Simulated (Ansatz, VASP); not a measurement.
Two plane-wave programs on CaO

The input INCAR:

```
PREC     = Accurate       # precision mode
ENCUT    = 520            # plane-wave cutoff, eV
EDIFF    = 1E-6           # SCF threshold, eV
ISMEAR   = 0              # smearing method
SIGMA    = 0.01           # smearing width, eV
LREAL    = F              # projectors in reciprocal space
LASPH    = T              # aspherical terms in the spheres
NELM     = 80             # most SCF steps
ALGO     = Normal         # electronic algorithm
ISIF     = 2              # what is computed and relaxed
LWAVE    = F              # write WAVECAR
LCHARG   = F              # write CHGCAR
GGA      = PE             # functional
NBANDS   = 15             # bands
```

KPOINTS

```
regular mesh
0
Gamma
  8 8 8
```

File POSCAR:

```
CaO
1.0
    2.9629073083      0.0000000000      0.0000000000
    0.0000000000      2.9629073083      0.0000000000
    0.0000000000      0.0000000000      2.9629073083
Ca O
1 1
Direct
    0.0000000000      0.0000000000      0.0000000000
    0.5000000000      0.5000000000      0.5000000000
```

Input for Ansatz:

```yaml
crystal:
  lattice:
    - [2.9629073083, 0.0, 0.0]
    - [0.0, 2.9629073083, 0.0]
    - [0.0, 0.0, 2.9629073083]
  atoms:
    - { symbol: Ca, position: [0.0, 0.0, 0.0] }
    - { symbol: O, position: [0.5, 0.5, 0.5] }
kpoints:
  mp_grid: { grid: [8, 8, 8] }
hamiltonian:
  xc: pbe
scf:
  occupations: { method: fixed }
  n_extra_bands: 4
output:
  forces: true
  stress: true
  eigenvalues: true
```

Alike in both runs: task single point; functional PBE; k mesh 8 × 8 × 8; no spin polarisation.

|  | VASP | Ansatz |
| --- | --- | --- |
| version | VASP 6.6.1 | Ansatz 0.2.0 |
| potentials or method | VASP PAW PBE potentials, release 64 (Ca_sv, O) | plane waves, PAW |
| plane-wave cutoff (eV) | 520 | 420 |
| occupations | gaussian, width 0.01 eV | fixed |
| valence electrons in the cell | 16 | 16 |

|  | VASP | Ansatz | Ansatz less VASP |
| --- | --- | --- | --- |
| gap on the k mesh at the Fermi level (eV) | 2.77 | 2.79 | +0.013 |
| pressure (GPa) | -2.4 | -2.9 | -0.50 |

A k mesh can miss the band edges. As with any semilocal functional, this PBE gap is likely too small.
